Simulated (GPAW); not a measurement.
# A GW chain in GPAW: SiC (Moissanite)

How does a plane-wave GW calculation on SiC (Moissanite) run from the first input to the gap?

Calculated with GPAW 26.7.0; PBE and many-body steps on it, plane waves.

**What was measured.**

- Gap 3.33 eV: band gap at cryogenic temperature; bulk crystal (literature value) (quoted in “Silicon carbide diodes for neutron detection”, 2020, arxiv:2009.14696).

Report form: the programs' logs are mostly left out.

### 1. Set-up

Symmetry: P6_3mc, No. 186, hexagonal system. Conventional cell: a = 3.076 Å, b = 3.076 Å, c = 5.048 Å, α = 90.00°, β = 90.00°, γ = 120.00°. Nearest to Si lie 4 C at 1.87 to 1.94 Å. C has 4 Si at 1.87 to 1.94 Å nearest. Farther neighbours are not listed.

The cell and positions come from the Crystallography Open Database and are kept as given unless a step says otherwise.

### 2. Ground state

This step: GPAW 26.7.0; DFT, PBE, plane waves, PAW.

The ground-state density comes first.

Input file run.py:

```python
import json
import numpy as np
from gpaw.mpi import world
from ase import Atoms
from gpaw import GPAW, PW, FermiDirac

atoms = Atoms(['Si', 'Si', 'C', 'C'],
    cell=[[3.0760000000, 0.0000000000, 0.0000000000],
      [-1.5380000000, 2.6638941420, 0.0000000000],
      [0.0000000000, 0.0000000000, 5.0480000000]],
    scaled_positions=[[0.3333333333, 0.6666666667, 0.0000000000],
      [0.6666666667, 0.3333333333, 0.5000000000],
      [0.3333333333, 0.6666666667, 0.3850000000],
      [0.6666666667, 0.3333333333, 0.8850000000]],
    pbc=(True, True, True))
calc = GPAW(mode=PW(600),
    xc='PBE',
    kpts={'size': (9, 9, 6), 'gamma': True},
    occupations=FermiDirac(0.001),
    nbands=-8,
    convergence={'density': 1e-6, 'bands': -3},
    maxiter=100,
    txt='gs.txt')
atoms.calc = calc
res = {'energy': atoms.get_potential_energy()}
kpts = calc.get_ibz_k_points()
res['kpts'] = kpts
res['eigenvalues'] = [calc.get_eigenvalues(kpt=k) for k in range(len(kpts))]
res['n_electrons'] = calc.get_number_of_electrons()
calc.write('gs.gpw')

if world.rank == 0:
    with open('result.json', 'w') as f:
        json.dump(res, f, default=lambda x: x.tolist())
```

Run with:

```console
mpirun -n 8 gpaw python run.py
```

It took 8.4 s on 8 MPI ranks of AMD EPYC 7R43, shared host; peak memory 1.3 GiB.

This step gave:

* total energy: -29.89 eV
* gap: 2.315 eV
* k of the valence top: 0, 0, 0
* k of the conduction bottom: 0.3333, 0.3333, 0
* least direct gap: 4.106 eV

The gap is indirect, with the least direct gap 1.79 eV higher.

### 3. Bands along the symmetry lines

Levels along a band path, at the cheap level, show where the edges lie and whether the meshes to come will hold them.

Input file run.py:

```python
import json
import numpy as np
from gpaw.mpi import world
from gpaw import GPAW

path = [[0.000000, 0.000000, 0.000000],
    [0.062500, 0.000000, 0.000000],
    [0.125000, 0.000000, 0.000000],
    [0.187500, 0.000000, 0.000000],
    [0.250000, 0.000000, 0.000000],
    [0.312500, 0.000000, 0.000000],
    [0.375000, 0.000000, 0.000000],
    [0.437500, 0.000000, 0.000000],
    [0.500000, 0.000000, 0.000000],
    [0.479167, 0.041667, 0.000000],
    [0.458333, 0.083333, 0.000000],
    [0.437500, 0.125000, 0.000000],
    [0.416667, 0.166667, 0.000000],
    [0.395833, 0.208333, 0.000000],
    [0.375000, 0.250000, 0.000000],
    [0.354167, 0.291667, 0.000000],
    [0.333333, 0.333333, 0.000000],
    [0.291667, 0.291667, 0.000000],
    [0.250000, 0.250000, 0.000000],
    [0.208333, 0.208333, 0.000000],
    [0.166667, 0.166667, 0.000000],
    [0.125000, 0.125000, 0.000000],
    [0.083333, 0.083333, 0.000000],
    [0.041667, 0.041667, 0.000000],
    [0.000000, 0.000000, 0.000000],
    [0.000000, 0.000000, 0.062500],
    [0.000000, 0.000000, 0.125000],
    [0.000000, 0.000000, 0.187500],
    [0.000000, 0.000000, 0.250000],
    [0.000000, 0.000000, 0.312500],
    [0.000000, 0.000000, 0.375000],
    [0.000000, 0.000000, 0.437500],
    [0.000000, 0.000000, 0.500000],
    [0.062500, 0.000000, 0.500000],
    [0.125000, 0.000000, 0.500000],
    [0.187500, 0.000000, 0.500000],
    [0.250000, 0.000000, 0.500000],
    [0.312500, 0.000000, 0.500000],
    [0.375000, 0.000000, 0.500000],
    [0.437500, 0.000000, 0.500000],
    [0.500000, 0.000000, 0.500000],
    [0.479167, 0.041667, 0.500000],
    [0.458333, 0.083333, 0.500000],
    [0.437500, 0.125000, 0.500000],
    [0.416667, 0.166667, 0.500000],
    [0.395833, 0.208333, 0.500000],
    [0.375000, 0.250000, 0.500000],
    [0.354167, 0.291667, 0.500000],
    [0.333333, 0.333333, 0.500000],
    [0.291667, 0.291667, 0.500000],
    [0.250000, 0.250000, 0.500000],
    [0.208333, 0.208333, 0.500000],
    [0.166667, 0.166667, 0.500000],
    [0.125000, 0.125000, 0.500000],
    [0.083333, 0.083333, 0.500000],
    [0.041667, 0.041667, 0.500000],
    [0.000000, 0.000000, 0.500000],
    [0.500000, 0.000000, 0.500000],
    [0.500000, 0.000000, 0.437500],
    [0.500000, 0.000000, 0.375000],
    [0.500000, 0.000000, 0.312500],
    [0.500000, 0.000000, 0.250000],
    [0.500000, 0.000000, 0.187500],
    [0.500000, 0.000000, 0.125000],
    [0.500000, 0.000000, 0.062500],
    [0.500000, -0.000000, 0.000000],
    [0.333333, 0.333333, 0.500000],
    [0.333333, 0.333333, 0.437500],
    [0.333333, 0.333333, 0.375000],
    [0.333333, 0.333333, 0.312500],
    [0.333333, 0.333333, 0.250000],
    [0.333333, 0.333333, 0.187500],
    [0.333333, 0.333333, 0.125000],
    [0.333333, 0.333333, 0.062500],
    [0.333333, 0.333333, 0.000000]]
calc = GPAW('gs.gpw').fixed_density(kpts=path,
    symmetry='off',
    nbands=18,
    convergence={'bands': 14},
    txt='bands.txt')
res = {}
kpts = calc.get_ibz_k_points()
res['kpts'] = kpts
res['eigenvalues'] = [calc.get_eigenvalues(kpt=k) for k in range(len(kpts))]
res['n_electrons'] = calc.get_number_of_electrons()

if world.rank == 0:
    with open('result.json', 'w') as f:
        json.dump(res, f, default=lambda x: x.tolist())
```

Run with:

```console
mpirun -n 8 gpaw python run.py
```

Run time: 8.6 s. Hardware: 8 MPI ranks; peak memory 1.4 GiB; 66 s of CPU time.

Numbers from this step:

```yaml
gap: 2.315 eV
k_of_the_valence_top: 0, 0, 0
k_of_the_conduction_bottom: 0.3333, 0.3333, 0
least_direct_gap: 4.070 eV
```

The gap is 2.315 eV, as in the run before at this level.

Electronic bands along the path, in eV, zero at the top of the highest filled band; v1 is the highest filled band, c1 the lowest empty one:

```tsv
point	v4	v3	v2	v1	c1	c2	c3	c4
Γ	-1.56	-0.28	-0.28	0.00	4.62	6.05	6.49	6.49
halfway	-3.22	-2.76	-0.93	-0.90	3.88	5.72	6.98	7.70
M	-5.44	-3.55	-3.27	-1.49	2.58	4.19	6.75	7.19
halfway	-5.49	-4.79	-3.34	-2.83	3.25	4.95	7.49	8.31
K	-6.51	-4.13	-4.04	-4.04	2.31	7.97	8.64	8.64
halfway	-4.36	-3.07	-1.74	-1.17	5.09	5.65	6.81	6.96
Γ	-1.56	-0.28	-0.28	0.00	4.62	6.05	6.49	6.49
halfway	-1.40	-1.40	-0.49	-0.49	4.91	6.61	6.61	6.85
A	-0.97	-0.97	-0.97	-0.97	5.71	5.71	7.16	7.16
halfway	-3.07	-3.07	-1.97	-1.97	4.36	4.36	7.13	7.13
L	-2.69	-2.69	-2.34	-2.34	3.16	3.16	4.99	4.99
halfway	-4.46	-4.46	-1.95	-1.95	4.12	4.12	6.11	6.11
H	-5.87	-5.87	-1.75	-1.75	4.81	4.81	5.97	5.97
halfway	-3.19	-3.19	-2.65	-2.65	5.03	5.03	7.34	7.34
A	-0.97	-0.97	-0.97	-0.97	5.71	5.71	7.16	7.16
jump to L	-2.69	-2.69	-2.34	-2.34	3.16	3.16	4.99	4.99
halfway	-4.18	-3.32	-2.34	-1.90	2.91	3.17	6.40	6.83
M	-5.44	-3.55	-3.27	-1.49	2.58	4.19	6.75	7.19
jump to H	-5.87	-5.87	-1.75	-1.75	4.81	4.81	5.97	5.97
halfway	-6.67	-4.77	-2.85	-2.85	3.50	6.34	6.34	7.67
K	-6.51	-4.13	-4.04	-4.04	2.31	7.97	8.64	8.64
```

### 4. Empty states on the mesh, 6×6×4 mesh, 498 bands

The sums over transitions need many empty states on a uniform mesh; this step solves for them.

Input file run.py:

```python
import json
import numpy as np
from gpaw.mpi import world
from gpaw import GPAW

calc = GPAW('gs.gpw').fixed_density(kpts={'size': (6, 6, 4), 'gamma': True},
    parallel={'domain': 1, 'band': 1},
    txt='nscf.txt')
calc.diagonalize_full_hamiltonian(nbands=498)
calc.write('full.gpw', mode='all')
res = {}
kpts = calc.get_ibz_k_points()
res['kpts'] = kpts
res['eigenvalues'] = [calc.get_eigenvalues(kpt=k) for k in range(len(kpts))]
res['n_electrons'] = calc.get_number_of_electrons()

if world.rank == 0:
    with open('result.json', 'w') as f:
        json.dump(res, f, default=lambda x: x.tolist())
```

Run with:

```console
mpirun -n 8 gpaw python run.py
```

Elapsed: 15 s, on 8 MPI ranks; peak memory 2.7 GiB; 1.9 min of CPU time.

Numbers from this step:

```yaml
gap: 2.315 eV
k_of_the_valence_top: 0, 0, 0
k_of_the_conduction_bottom: 0.3333, 0.3333, 0
least_direct_gap: 4.070 eV
k_points_computed: 24
lowest_point_of_the_top_converged_band_above_the_valence_top: 280.2051 eV
```

On this mesh the gap is 2.315 eV.

### 5. Screening and self-energy, 6×6×4 mesh, 226 bands, screening to 180 eV

Now the one-shot GW correction: screening in the RPA, then the self-energy of the levels asked for.

This step: G0W0 on PBE, plane waves, PAW.

Input file run.py:

```python
import json
import numpy as np
from gpaw.mpi import world
from gpaw.response.g0w0 import G0W0

gw = G0W0('full.gpw',
    filename='gw',
    kpts=[0, 14, 21],
    bands=(6, 10),
    ecut=180,
    nbands=226,
    integrate_gamma='WS',
    ppa=True)
gw.calculate()
res = {mode: {k: v for k, v in r.items() if k != 'sigma_eskwn'}
       for mode, r in gw.all_results.items()}

if world.rank == 0:
    with open('result.json', 'w') as f:
        json.dump(res, f, default=lambda x: x.tolist())
```

Run with:

```console
mpirun -n 8 gpaw python run.py
```

Run time: 4.7 min. Hardware: 8 MPI ranks; peak memory 2.5 GiB; 38 min of CPU time.

This step gave:

| Item | Value |
| --- | --- |
| G0W0 gap on the points computed | 3.089 eV |
| least direct G0W0 gap on the computed points | 5.083 eV |
| Z at the valence top | 0.7972 |
| Z at the conduction bottom | 0.8280 |
| starting gap on the mesh | 2.315 eV |
| k of the valence top | 0, 0, 0 |
| k of the conduction bottom | 0.3333, 0.3333, 0 |

The gap on the mesh goes from 2.31 eV to 3.09 eV, a correction of +0.77 eV.

Limits: finite bands, cutoff and mesh. v1 is the top filled band, c1 the lowest empty one. The levels before and after the correction (eV, zero at the valence-band top of each column):

```tsv
	conduction bottom	valence top
Kohn-Sham	2.31	0.00
G0W0	3.09	0.00
```

```tsv
	level	energy (eV)
Kohn-Sham	Γ v2	-0.276
Kohn-Sham	Γ v1	0.000
Kohn-Sham	Γ c1	4.624
Kohn-Sham	Γ c2	6.045
Kohn-Sham	(0.333 0.333 0) v2-v1	-4.044
Kohn-Sham	(0.333 0.333 0) c1	2.315
Kohn-Sham	(0.333 0.333 0) c2	7.971
G0W0	Γ v2	-0.299
G0W0	Γ v1	0.000
G0W0	Γ c1	5.686
G0W0	Γ c2	7.101
G0W0	(0.333 0.333 0) v2-v1	-4.354
G0W0	(0.333 0.333 0) c1	3.089
G0W0	(0.333 0.333 0) c2	9.083
```

### 6. Where the time went

Times are wall times on 8 MPI ranks of AMD EPYC 7R43, shared host, good to a factor of about two.

```tsv
step	time	share	memory (GiB)
ground state	8.4 s	3 %	1.3
bands along the symmetry lines	8.6 s	3 %	1.4
empty states on the mesh	15 s	5 %	2.7
screening and self-energy	4.7 min	90 %	2.5
```

### 7. What came out

| Item | Value |
| --- | --- |
| PBE gap | 2.31 eV, indirect |
| G0W0 gap on the mesh | 3.09 eV |
| GW settings | 6×6×4 mesh, 226 bands, screening to 180 eV, Godby-Needs plasmon pole |
| known limits | not at the basis limit |

G0W0 moves the gap on the mesh from 2.31 eV to 3.09 eV (+0.77 eV), with Z of 0.80 and 0.83 at the edges. Only 3 of the mesh's irreducible points were corrected, so a valley elsewhere could overtake. The dearest step here is «screening and self-energy». Against experiment, by G0W0@PBE: the gap of 3.09 eV lies −0.24 eV from the measured 3.33 eV (kind not stated, quoted 2020). The calculation has static nuclei and no excitons; a measured gap holds zero-point and thermal motion, which mostly lowers it. Bands and cutoff are finite, so the gap is not at the basis limit. The miss can reach some tenths of an eV and take either sign; the mesh is an error of its own. These stock PAW sets were not made for GW. In the G0W0 run levels were corrected at 3 k points alone, so a gap called «on the mesh» is the least over those, and an edge elsewhere would be missed.

[Paths, hosts, dates, memory and timing lines, banners, echoed tables and standing remarks are left out of the program output.]

[Logs are printed without paths, hosts, clocks, repeated set-up lines and the standing remarks that a program may print on its own settings, such as how far it seeks lower states.]

[Runs of the session that timed out or met a known fault of the program may be left out.]

[Hosts, paths, dates, database ids (printed as entryN), source tags and the programs' standing remarks are cut or masked in the printed files.]
